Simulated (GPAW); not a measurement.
Crystal: MgTe.

```
CELL_PARAMETERS angstrom
0.00000 3.23200 3.23200
3.23200 0.00000 3.23200
3.23200 3.23200 0.00000
ATOMIC_POSITIONS crystal
Te 0.25000 0.25000 0.25000
Mg 0.00000 0.00000 0.00000
```

The cell comes from a database or a generator and needn't be the stable form of this composition.

Base run:

| Quantity | Value |
| --- | --- |
| Program | GPAW 26.7.0 |
| Functional | PBEsol |
| Potentials or basis | PAW data sets generated in the run's folder for this functional |
| Cutoff | 800 eV |
| Basis | pw |
| k mesh | 7 × 7 × 7 |
| Occupations | fermi-dirac, width 0.05 eV |
| Spin | no spin polarisation |

Its results: band gap on the k mesh 2.31 eV, direct; pressure -0.4 GPa.

**Question.** The run is repeated on the same cell with these changes: functional from PBEsol to r2SCAN; potentials or basis from PAW data sets generated in the run's folder for this functional to GPAW PAW data sets (gpaw-data 1.2.1). What comes out?

**Answer.** Band gap on the k mesh 3.12 eV, direct; pressure 0.1 GPa.

Caveats: spin-orbit coupling is left out, which moves the levels of the heavy elements; the PAW data sets were made with another functional, which shifts forces and pressure a little (some runs).
